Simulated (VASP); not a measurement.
As, 1 atom in the cell. It takes space group Pm-3m (No. 221, cubic). The conventional cell has a = 2.912 Å, b = 2.912 Å, c = 2.912 Å, α = 90.00°, β = 90.00°, γ = 90.00°. As (site symmetry m-3m) is surrounded by 6 As at 2.91 Å. This isn't the form of As at room conditions, which is rhombohedral. The cell isn't the ideal one: volume scaled by 1.25.

| Quantity | Value |
| --- | --- |
| Program | VASP 6.6.1 |
| Task | single point |
| Functional | MS2 |
| Potentials or basis | VASP PAW PBE potentials, release 64 (As) |
| Cutoff | 520 eV |
| k mesh | 10 × 10 × 10 |
| Occupations | gaussian, width 0.01 eV |
| Spin | no spin polarisation |
| Further INCAR settings | ALGO = Normal; EDIFF = 1.00e-06; NBANDS = 8 |

Potentials or basis: VASP PAW PBE potentials, release 64 (As).

Run with:

```sh
$ python run.py
```

Hardware: 1 thread of Intel(R) Xeon(R) Platinum 8488C (Sapphire Rapids), with other jobs on the host.

How long does it take, and how much memory?

Run time: 32 s on 1 thread of Intel(R) Xeon(R) Platinum 8488C (Sapphire Rapids), with other jobs on the host, peak memory 0.14 GiB. Counts: scf iterations 16, k points 56.
